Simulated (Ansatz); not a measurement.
Runs of Ansatz 0.2.0 on ZnS. Symmetry: F-43m, No. 216, cubic system. The conventional cell has a = 5.404 Å, b = 5.404 Å, c = 5.404 Å, α = 90.00°, β = 90.00°, γ = 90.00°. Around Zn (site symmetry -43m) lie 4 S at 2.34 Å. Around S (site symmetry -43m) lie 4 Zn at 2.34 Å. 

| task | level | cell | cutoff (eV) | gap on the mesh (eV) | pressure (GPa) | relaxed volume (Å³/atom) |
| --- | --- | --- | --- | --- | --- | --- |
| band structure | RPBE | as given | 280 | 2.29 | 4.2 | - |
| band structure | LDA | as given | 281 | 1.86 | -4.5 | - |
| relaxation of cell and atoms | revPBE+D3(BJ) | relaxed | - | 2.37 | 0.0 | 19.15 |
| relaxation of cell and atoms | BLYP+D3(BJ) | relaxed | - | (b) | 0.0 | (a) |

Alike in all rows: potentials or basis all-electron LAPW, scalar-relativistic; no spin polarisation; k mesh 9 × 9 × 9; smearing fermi-dirac 0.05 eV; basis error allowed 0.001 eV/atom.

Problem. Estimate the missing entries.

Solution. (a) 19.52; (b) 2.14.

Caveats: an odd mesh through Γ misses points on the zone boundary, where band edges often lie (some runs).

Runs at the PBE level aren't shown here.
